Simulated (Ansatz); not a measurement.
**ZnO: course of a relaxation**

The calculation used DFT PBE, scalar-relativistic, plane waves, PAW (Ansatz). Run with 420 eV cutoff, 12×12×6 k-mesh, Gaussian smearing of 0.02 eV, no spin polarisation.

What was changed: uniaxial strain along c, with a, b and atoms relaxed: -6.0 %.

Command:

```bash
ansatz run input.yaml --threads 1 --pin off --max-ram 2560MiB --backend cpu --events-out ev --progress --plain --runs-dir out
```

Input:

```yaml
crystal:
  lattice:
    - [3.3285816208, 0.0, 0.0]
    - [-1.6642908104, 2.8826362421, 0.0]
    - [0.0, 0.0, 4.9756391749]
  atoms:
    - { symbol: Zn, position: [0.6666666982, 0.3333333018, 0.4933255527] }
    - { symbol: Zn, position: [0.3333333018, 0.6666666982, -0.0066744473] }
    - { symbol: O, position: [0.6666666397, 0.3333333603, 0.8869844473] }
    - { symbol: O, position: [0.3333333603, 0.6666666397, 0.3869844473] }
basis:
  ecutwfc: 420
kpoints:
  mp_grid: { grid: [12, 12, 6] }
hamiltonian:
  xc: pbe
scf:
  occupations: { method: gaussian, width: 0.02 }
output:
  forces: true
  stress: true
  eigenvalues: true
relax:
  adjacent_minimum: "off"
  f_tol: 0.008
  max_steps: 40
  cell: { stress_tol: 0.015, fix: [c, angles] }
```

F is the free energy. Steps run on the plane waves of an earlier cell, but the last one, and at times one on the way, on a freshly chosen basis, so a repeated geometry can differ a little in energy. The held parts of the cell keep their stress, so P needn't end at zero.

Steps:

```
step F − F(1) (eV) largest force component (eV/Å) V (Å³/atom) P (GPa)
   1         0.0000                           0.237       11.935     4.17
   2        -0.0035                           0.190       11.988     3.40
   3        -0.0092                           0.008       12.030     2.51
   4        -0.0089                           0.000       12.053     2.21
   5        -0.0089                           0.000       12.049     2.25
   6        -0.0110                           0.000       12.049     2.32
   7        -0.0109                           0.000       12.054     2.26
   8        -0.0110                           0.000       12.054     2.26
```

Relaxed structure:

```xyz
4
Lattice="3.3451 0.0000 0.0000 -1.6725 2.8969 0.0000 0.0000 0.0000 4.9756" Properties=species:S:1:pos:R:3 pbc="T T T"
Zn    1.6725    0.9656    2.4328
Zn    0.0000    1.9313   -0.0550
O     1.6725    0.9656    4.4351
O     0.0000    1.9313    1.9473
```

The structure is hexagonal, space group P6_3mc (No. 186). Conventional cell: a = 3.345 Å, b = 3.345 Å, c = 4.976 Å, α = 90.00°, β = 90.00°, γ = 120.00°. Around Zn (site symmetry 3m) lie 4 O at 1.99 to 2.00 Å. O (site symmetry 3m) has 4 Zn at 1.99 to 2.00 Å as nearest neighbours.

The run converged. The run took 2.7 min on 1 thread of Arm Neoverse V1 (shared host), peak memory 0.47 GiB.